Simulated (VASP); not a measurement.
# ScAl (Pm-3m) in VASP: further runs

Runs on ScAl. Level: PBEsol. Tasks: single point.

All numbers are computed with VASP 6.6.1; they aren't measurements. Logs are shortened: lines on timing, memory, paths and dates and some standing lists are left out, and cuts for length are marked.

### Step 1. The crystal as given

The structure is cubic, space group Pm-3m (No. 221). The conventional cell has a = 3.370 Å, b = 3.370 Å, c = 3.370 Å, α = 90.00°, β = 90.00°, γ = 90.00°. Around Sc (site symmetry m-3m) lie 8 Al at 2.92 Å. Around Al (site symmetry m-3m) lie 8 Sc at 2.92 Å.

The cell comes from a database or a generator and needn't be the stable form of this composition.

### Step 2. Single point, PBEsol

Input file INCAR:

```
SYSTEM = ScAl
PREC     = Accurate       ! precision mode
ENCUT    = 400            ! plane-wave cutoff, eV
EDIFF    = 1E-6           ! SCF threshold, eV
ISMEAR   = 1              ! smearing method
SIGMA    = 0.2            ! smearing width, eV
LREAL    = .False.        ! projectors in reciprocal space
LASPH    = .True.         ! aspherical terms in the spheres
NELM     = 100            ! most SCF steps
ALGO     = Normal         ! electronic algorithm
ISIF     = 2              ! what is computed and relaxed
LWAVE    = .False.        ! write WAVECAR
LCHARG   = .False.        ! write CHGCAR
GGA      = PS             ! functional
ADDGRID  = .False.
```

Input file KPOINTS:

```
Automatic mesh
0
Gamma
  7 7 7
  0 0 0
```

Input file POSCAR:

```
ScAl
1.0
    3.3703489700      0.0000000000      0.0000000000
    0.0000000000      3.3703489700      0.0000000000
    0.0000000000      0.0000000000      3.3703489700
Sc Al
1 1
Direct
    0.5000000000      0.5000000000      0.5000000000
    0.0000000000      0.0000000000      0.0000000000
```

Potentials or basis: VASP PAW PBE potentials, release 64 (Sc_sv, Al).

Launch:

```
$ cat potpaw_PBE.64/Sc_sv/POTCAR potpaw_PBE.64/Al/POTCAR > POTCAR
$ mpirun -np 1 vasp_std > vasp.out
```

OUTCAR:

```text
SYSTEM = ScAl
   PREC = Accurate
   ENCUT = 400
   EDIFF = 1E-6
   ISMEAR = 1
   LREAL = .False.
   LASPH = .True.
   NELM = 100
   ISIF = 2
   GGA = PS

 Found     20 irreducible k-points:

 Following reciprocal coordinates:
            Coordinates               Weight
  0.000000  0.000000  0.000000      1.000000
  0.142857  0.000000  0.000000      6.000000
  0.285714  0.000000  0.000000      6.000000
  0.428571  0.000000  0.000000      6.000000
  0.142857  0.142857  0.000000     12.000000
  0.285714  0.142857  0.000000     24.000000
   k-points           NKPTS =     20   k-points in BZ     NKDIM =     20   number of bands    NBANDS=     11
   number of dos      NEDOS =    301   number of ions     NIONS =      2
   total plane-waves  NPLWV =  13824
   dimension x,y,z NGX =    24 NGY =   24 NGZ =   24
   dimension x,y,z NGXF=    48 NGYF=   48 NGZF=   48
   ions per type =               1   1
   NGX,Y,Z   is equivalent  to a cutoff of  11.84, 11.84, 11.84 a.u.
   NGXF,Y,Z  is equivalent  to a cutoff of  23.68, 23.68, 23.68 a.u.
 SYSTEM =  ScAl
   PREC   = accura    normal or accurate (medium, high low for compatibility)
   ISTART =      0    job   : 0-new  1-cont  2-samecut
   ICHARG =      2    charge: 1-file 2-atom 10-const
   ISPIN  =      1    spin polarized calculation?
   LNONCOLLINEAR =      F non collinear calculations
   LSORBIT =      F    spin-orbit coupling
   LASPH  =      T    aspherical Exc in radial PAW
   ENCUT  =  400.0 eV  29.40 Ry    5.42 a.u.   5.50  5.50  5.50*2*pi/ulx,y,z
   NELM   =    100;   NELMIN=  2; NELMDL= -5     # of ELM steps
   EDIFF  = 0.1E-05   stopping-criterion for ELM
   LREAL  =      F    real-space projection
   EDIFFG = 0.1E-04   stopping-criterion for IOM
   NSW    =      0    number of steps for IOM
   IBRION =     -1    ionic relax: 0-MD 1-quasi-New 2-CG
   NFREE  =      0    steps in history (QN), initial steepest desc. (CG)
   ISIF   =      2    stress and relaxation
   ISYM   =      2    0-nonsym 1-usesym 2-fastsym
   POTIM  = 0.5000    time-step for ionic-motion
   TEBEG  =    0.0;   TEEND  =   0.0 temperature during run
   PSTRESS=    0.0 pullay stress
   NELECT =      14.0000    total number of electrons
   NUPDOWN=      -1.0000    fix difference up-down
   EMIN   =  10.00;   EMAX   =-10.00  energy-range for DOS
   EFERMI =   0.00;   METHOD = LEGACY
   ISMEAR =     1;   SIGMA  =   0.20  broadening in eV -4-tet -1-fermi 0-gaus
   EFERMI_NEDOS =   21; number of points for ismear=-14 and -15
   IALGO  =     38    algorithm
   IMIX   =      4    mixing-type and parameters
     AMIX     =   0.40;   BMIX     =  1.00
     AMIX_MAG =   1.60;   BMIX_MAG =  1.00
  volume/ion in A,a.u.               =      19.14       129.18
  Fermi-wavevector in a.u.,A,eV,Ry     =   1.170692  2.212287 18.647052  1.370520
  Thomas-Fermi vector in A             =   2.307147
   LORBIT       =      0    0 simple, 1 ext, 2 COOP (PROOUT), +10 PAW based schemes
   GGA     = PS    functional components
   LHFCALC =     F    Hartree Fock is set to
   AEXX    =    0.0000 exact exchange contribution
   IVDW    =     0    specifies the selected vdW correction
   LEPSILON=     F    determine dielectric tensor
   LRPA    =     F    only Hartree local field effects (RPA)
 non-spin polarized calculation
 Methfessel and Paxton  Order N= 1 SIGMA  =   0.20
  energy-cutoff  :      400.00
  volume of cell :       38.28
 maximum number of plane-waves:       739
 NGX is ok and might be reduce to    24
   NGX = 11   NGY = 11   NGZ = 11

 number of electron      13.9999999 magnetization

 Free energy of the ion-electron system (eV)
  ---------------------------------------------------
  ext. energy  EPLUGINS =         0.00000000
  ---------------------------------------------------
  free energy    TOTEN  =       -11.61003160 eV

  energy without entropy =      -11.60791598  energy(sigma->0) =      -11.60932639

 E-fermi :   5.9272     XC(G=0): -10.4077

 val. band max:        5.9127263373   @ k =   0.4286   0.4286   0.1429
 cond. band min:       6.0116920740   @ k =   0.4286   0.1429   0.0000
 fundamental gap:      0.0989657367
 Fermi energy:         5.9271866203

 k-point     1 :       0.0000    0.0000    0.0000
  band No.  band energies     occupation
      1     -43.2453      2.00000
      2     -21.9226      2.00000
      3     -21.9226      2.00000
      4     -21.9226      2.00000
      5      -2.4913      2.00000
      6       5.3010      2.00009
      7       5.3010      2.00009
      8       8.6867     -0.00000
      9       8.6867     -0.00000
     10       8.6867     -0.00000
     11       9.7032     -0.00000

 k-point     2 :       0.1429    0.0000    0.0000
  band No.  band energies     occupation
      1     -43.2421      2.00000
      2     -21.9574      2.00000
      3     -21.9195      2.00000
      4     -21.9195      2.00000
      5      -2.2006      2.00000
      6       4.9626      2.00000
      7       5.4464      2.00352
      8       7.9915     -0.00000
      9       7.9915     -0.00000
     10       8.7286     -0.00000
     11       9.1043     -0.00000

 k-point     3 :       0.2857    0.0000    0.0000
  band No.  band energies     occupation
      1     -43.2355      2.00000
      2     -22.0347      2.00000
      3     -21.9126      2.00000
      4     -21.9126      2.00000
      5      -1.3644      2.00000
      6       3.6469      2.00000
      7       5.8172      1.79233
      8       7.2263     -0.00000
      9       7.2263     -0.00000
     10       8.8255     -0.00000
     11       9.0652     -0.00000

 k-point     4 :       0.4286    0.0000    0.0000
  band No.  band energies     occupation
      1     -43.2304      2.00000
      2     -22.0959      2.00000
      3     -21.9070      2.00000
      4     -21.9070      2.00000
      5      -0.1254      2.00000
      6       1.9114      2.00000
      7       6.1795     -0.07052
      8       6.8057     -0.00000
      9       6.8057     -0.00000
     10       8.9057     -0.00000
     11       9.6652     -0.00000

 k-point     5 :       0.1429    0.1429    0.0000
  band No.  band energies     occupation
      1     -43.2392      2.00000
      2     -21.9559      2.00000
      3     -21.9520      2.00000
      4     -21.9164      2.00000
      5      -1.9187      2.00000
      6       5.0203      2.00000
      7       5.2484      2.00002
      8       7.3358     -0.00000
      9       7.8488     -0.00000
     10       8.4465     -0.00000
     11       9.5985     -0.00000

 k-point     6 :       0.2857    0.1429    0.0000
  band No.  band energies     occupation
      1     -43.2328      2.00000
      2     -22.0305      2.00000
      3     -21.9460      2.00000
      4     -21.9095      2.00000
      5      -1.1107      2.00000
      6       3.8309      2.00000
      7       5.5326      2.01745
      8       6.8747     -0.00000
      9       7.3058     -0.00000
     10       8.4482     -0.00000
     11       9.3363     -0.00000

 [... further k-points ...]

------------------------ aborting loop because EDIFF is reached ----------------------------------------

  FORCE on cell =-STRESS in cart. coord.  units (eV):
  Direction    XX          YY          ZZ          XY          YZ          ZX
  --------------------------------------------------------------------------------------
  -------------------------------------------------------------------------------------
  Total       -0.4118010     -0.4118010     -0.4118010      0.0000000     -0.0000000     -0.0000000
  in kB      -17.2334938    -17.2334938    -17.2334938      0.0000000     -0.0000000     -0.0000000
  external PRESSURE =     -17.2334938 kB  Pullay stress =       0.0000000 kB

 VOLUME and BASIS-vectors are now :
 -----------------------------------------------------------------------------
  energy-cutoff  :      400.00
  volume of cell :       38.28
      direct lattice vectors                 reciprocal lattice vectors
     3.370348970  0.000000000  0.000000000     0.296705181  0.000000000  0.000000000
     0.000000000  3.370348970  0.000000000     0.000000000  0.296705181  0.000000000
     0.000000000  0.000000000  3.370348970     0.000000000  0.000000000  0.296705181

 POSITION                                       TOTAL-FORCE (eV/Angst)
 -----------------------------------------------------------------------------------
      1.68517      1.68517      1.68517         0.000000      0.000000      0.000000
      0.00000      0.00000      0.00000         0.000000      0.000000      0.000000
 -----------------------------------------------------------------------------------
    total drift:                                0.000000     -0.000000     -0.000000

  FREE ENERGIE OF THE ION-ELECTRON SYSTEM (eV)
  ---------------------------------------------------
  free  energy   TOTEN  =       -11.6100316005 eV

  energy  without entropy=      -11.6079159804  energy(sigma->0) =      -11.60932639
```

It took 3.5 s on 1 thread of Intel Xeon Platinum 8488C (Sapphire Rapids), shared host; peak memory 0.13 GiB.

The run converged, but some of its settings lie outside the range that counts as converged, so its numbers aren't taken as properties of the crystal.

What came out:

```
Free energy            : -11.6100 eV
Pressure               : -1.7 GPa
Band gap on the k mesh : none (metal or under the smearing width)
```

Caveat: the PAW data sets were made with another functional, which shifts forces and pressure a little.

### Step 3. Single point, PBEsol

Edit INCAR of step 2 so:

```diff
@@ -2,3 +2,3 @@
 PREC     = Accurate       ! precision mode
-ENCUT    = 400            ! plane-wave cutoff, eV
+ENCUT    = 450            ! plane-wave cutoff, eV
 EDIFF    = 1E-6           ! SCF threshold, eV
```

KPOINTS is that of step 2.

POSCAR is that of step 2.

Potentials or basis: VASP PAW PBE potentials, release 64 (Sc_sv, Al).

Launch:

```
$ cat potpaw_PBE.64/Sc_sv/POTCAR potpaw_PBE.64/Al/POTCAR > POTCAR
$ mpirun -np 1 vasp_std > vasp.out
```

Wall time 4.7 s (1 thread of Intel Xeon Platinum 8488C (Sapphire Rapids), shared host); peak memory 0.13 GiB.

These settings aren't checked as converged: the numbers below hold their error.

Results:

* Free energy: -11.6101 eV
* Pressure: -1.7 GPa
* Band gap on the k mesh: none (metal or under the smearing width)

Caveat: the PAW data sets were made with another functional, which shifts forces and pressure a little.

### Step 4. Single point, PBEsol

Edit INCAR of step 3 so:

```diff
@@ -5,3 +5,3 @@
 ISMEAR   = 1              ! smearing method
-SIGMA    = 0.2            ! smearing width, eV
+SIGMA    = 0.4            ! smearing width, eV
 LREAL    = .False.        ! projectors in reciprocal space
```

KPOINTS is that of step 3.

POSCAR is that of step 3.

Launch:

```
$ cat potpaw_PBE.64/Sc_sv/POTCAR potpaw_PBE.64/Al/POTCAR > POTCAR
$ mpirun -np 1 vasp_std > vasp.out
```

It took 4.3 s on 1 thread of Intel Xeon Platinum 8488C (Sapphire Rapids), shared host; peak memory 0.13 GiB.

These settings aren't checked as converged: the numbers below hold their error.

Results:

```yaml
Free_energy: -11.6094 eV
Pressure: -1.7 GPa
Band_gap_on_the_k_mesh: none (metal or under the smearing width)
```

Caveat: the PAW data sets were made with another functional, which shifts forces and pressure a little.
